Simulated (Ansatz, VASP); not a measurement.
**One calculation of CdSe, two programs**

Contents of INCAR:

```
ALGO     = Normal         # electronic algorithm
EDIFF    = 1E-6           # SCF threshold, eV
ENCUT    = 520            # plane-wave cutoff, eV
ISIF     = 2              # what is computed and relaxed
ISMEAR   = 0              # smearing method
LASPH    = True           # aspherical terms in the spheres
LCHARG   = False          # write CHGCAR
LREAL    = False          # projectors in reciprocal space
LWAVE    = False          # write WAVECAR
NBANDS   = 16             # bands
NELM     = 60             # most SCF steps
PREC     = Accurate       # precision mode
SIGMA    = 0.01           # smearing width, eV
```

KPOINTS

```
k-points
0
Gamma
  6 6 6
```

POSCAR

```
CdSe
1.0
    4.3420190000      0.0000000000      0.0000000000
    2.1710095000      3.7602987577      0.0000000000
    2.1710095000      1.2534329192      3.5452436678
Cd Se
1 1
Direct
    0.0000000000      0.0000000000      0.0000000000
    0.7500000000      0.7500000000      0.7500000000
```

Input for Ansatz:

```yaml
crystal:
  lattice:
    a: 4.342019
    b: 4.342019
    c: 4.342019
    alpha: 60.0
    beta: 60.0
    gamma: 60.0
  atoms:
    - { symbol: Cd, position: [0.0, 0.0, 0.0] }
    - { symbol: Se, position: [0.75, 0.75, 0.75] }
basis:
  ecutwfc: 510.0
kpoints:
  mp_grid:
    grid: [6, 6, 6]
hamiltonian:
  xc: lda
scf:
  occupations:
    method: fixed
output:
  eigenvalues: true
```

Measurements of this composition are mostly on another form, of space group No. 186.

Alike in both runs: task single point; functional LDA; k mesh 6 × 6 × 6; no spin polarisation.

|  | VASP | Ansatz |
| --- | --- | --- |
| version | VASP 6.6.1 | Ansatz 0.2.0 |
| potentials or method | VASP PAW LDA potentials, release 64 (Cd, Se) | plane waves, PAW |
| plane-wave cutoff (eV) | 520 | 510 |
| occupations | gaussian, width 0.01 eV | fixed |
| valence electrons in the cell | 18 | 36 |

VASP gave:

| Property | Result |
| --- | --- |
| gap on the k mesh at the Fermi level (eV) | 0.30 |

Question: What did Ansatz give for the same quantities?

Answer: gap on the k mesh at the Fermi level (eV): 0.27.

The two sets of potentials don't hold the same shells in valence.
